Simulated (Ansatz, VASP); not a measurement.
# Two plane-wave programs on BaS

File INCAR:

```
SYSTEM = BaS
ALGO = Normal ; EDIFF = 1E-7
ENCUT = 520 ; GGA = PE
ISIF = 2 ; ISMEAR = -1
LASPH = .True. ; LCHARG = .False.
LREAL = .False. ; LWAVE = .False.
NBANDS = 15 ; NELM = 60
PREC = Accurate ; SIGMA = 0.05
```

The input KPOINTS:

```
k-points
0
Gamma
  7 7 7
  0 0 0
```

POSCAR

```
BaS
1.0
    0.0000000000      3.1723147904      3.1723147904
    3.1723147904      0.0000000000      3.1723147904
    3.1723147904      3.1723147904      0.0000000000
Ba S
1 1
Direct
    0.0000000000      0.0000000000      0.0000000000
    0.5000000000      0.5000000000      0.5000000000
```

The input input.yaml:

```yaml
crystal:
  lattice:
    - [0.0, 3.1723147904, 3.1723147904]
    - [3.1723147904, 0.0, 3.1723147904]
    - [3.1723147904, 3.1723147904, 0.0]
  atoms:
    - { symbol: Ba, position: [0.0, 0.0, 0.0] }
    - { symbol: S, position: [0.5, 0.5, 0.5] }
hamiltonian:
  xc: pbe
  pseudopotentials: { kind: paw }
kpoints:
  mp_grid: { grid: [7, 7, 7] }
scf:
  occupations: { method: fermi_dirac, width: 0.05 }
output:
  forces: true
  stress: true
  eigenvalues: true
  write_density: true
  write_potential: true
  elf: true
  volumetric_format: npy
```

Change from the starting cell: volume scaled by 0.98.

Alike in both runs: task single point; functional PBE; k mesh 7 × 7 × 7; occupations fermi-dirac, width 0.05 eV; no spin polarisation.

```csv
,VASP,Ansatz
version,VASP 6.6.1,Ansatz 0.2.0
potentials or method,"VASP PAW PBE potentials, release 64 (Ba_sv, S)",Ansatz PAW
plane-wave cutoff (eV),520,420
valence electrons in the cell,16,16
```

Ansatz gave:

```
gap on the k mesh at the Fermi level (eV) : 2.23
least direct gap on the mesh (eV)         : 2.34
pressure (GPa)                            : 1.8
```

Q: What did VASP give for the same quantities?

A: gap on the k mesh at the Fermi level (eV): 2.13; least direct gap on the mesh (eV): 2.27; pressure (GPa): 2.4.

Caveats: spin-orbit coupling is left out, which moves the levels of the heavy elements; an odd mesh through Γ misses points on the zone boundary, where band edges often lie (VASP); odd divisions of the mesh miss points on the zone boundary, where band edges often lie, so the gap on the mesh can be too wide (Ansatz).
